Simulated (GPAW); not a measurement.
Runs of GPAW 26.7.0 on TiO2 (Anatase). The structure is tetragonal, space group I4_1/amd (No. 141). Conventional cell: a = 3.784 Å, b = 3.784 Å, c = 9.515 Å, α = 90.00°, β = 90.00°, γ = 90.00°. Ti (site symmetry -4m2) is surrounded by 6 O at 1.93 to 1.98 Å. O (site symmetry 2mm) has 3 Ti at 1.93 to 1.98 Å as nearest neighbours. 

| task | U | cell | smearing | kernel | response ecut | response k mesh | response bands | mesh quality | gap on the mesh (eV) | pressure (GPa) | largest force (eV/Å) |
| --- | --- | --- | --- | --- | --- | --- | --- | --- | --- | --- | --- |
| single point | Ti d U = 5.3 eV | as given | fermi-dirac 0.01 eV | - | - | - | - | not flagged | 3.06 | 9.6 | (a) |
| eps q | Ti d U = 5.3 eV | as given | fermi-dirac 0.001 eV | RPA | 80 eV | 5 × 5 × 5 | 84 | coarse | 3.06 | - | - |
| eps q | Ti d U = 7 eV | volume scaled by 0.96 | fermi-dirac 0.001 eV | RPA | 80 eV | 5 × 5 × 5 | 84 | coarse | 3.55 | - | - |
| single point | Ti d U = 7 eV | volume scaled by 0.96 | fermi-dirac 0.01 eV | - | - | - | - | not flagged | 3.55 | 23.4 | 0.50 |

Alike in all rows: level PBE+U; potentials or basis GPAW PAW data sets (gpaw-data 1.2.1), pw; no spin polarisation; k mesh 7 × 7 × 7; cutoff (eV) 650.

Question: Estimate the missing entries.

Answer: (a) 0.19.

Caveats: some runs use coarse meshes; an odd mesh through Γ misses points on the zone boundary, where band edges often lie; the cutoff is short for stress and forces, so pressures can be off by a GPa or more (some runs); response on these states lacks terms of the Hamiltonian (some runs).
